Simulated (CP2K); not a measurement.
# Ta in CP2K: convergence with rel cutoff ry

Ta:

```
CELL_PARAMETERS angstrom
2.90037 0.00000 0.00000
-1.45019 2.51180 0.00000
0.00000 0.00000 5.16627
ATOMIC_POSITIONS crystal
Ta 0.28896 0.61575 0.25194
Ta 0.67830 0.32809 0.73920
```

This isn't the form of Ta at room conditions, which is bcc.

The cell isn't the ideal one: atoms moved at random, drawn with an rms of 0.1 Å.

```yaml
Program: CP2K 2026.2
Task: single point
Functional: LDA
Potentials_or_basis: GTH_POTENTIALS Ta GTH-PADE-q13; DZVP-MOLOPT-PBE-GTH basis
Density_cutoff: 6123 eV
k_mesh: 8 × 8 × 4
Occupations: fermi-dirac, width 0.0259 eV
Spin: no spin polarisation
```

These are the settings of the first run; the series varies rel cutoff ry, with any setting tied to it.

Hardware: 1 thread of Arm Neoverse V2, on a shared host.

Question: The values tried are 20, 30, 40, 50, 60, 80, 100, loosest first. From which on does the largest force stay within 0.005 eV/Å of the tightest run that finished?

Answer: From 30 on.

```
rel cutoff ry  energy less the tightest run, at zero smearing (meV/atom)  largest force (eV/Å)  SCF cycles  CPU time (s)  peak memory (GiB)
           20                                                       0.52                 0.610          10            38               0.31
           30                                                       0.03                 0.595          10            39               0.31
           40                                                       0.00                 0.595          10            42               0.31
           50                                                       0.00                 0.595          10            47               0.31
           60                                                       0.00                 0.595          10            50               0.31
           80                                                       0.00                 0.595          10            58               0.31
          100                                                       0.00                 0.595          10            65               0.31
```

Against the tightest run, the energy stays within 1 meV/atom from 20 on. The tightest run that finished is the yardstick and may itself not be fully converged.

 The run has no spin-orbit coupling, so splittings on Ta are missing.
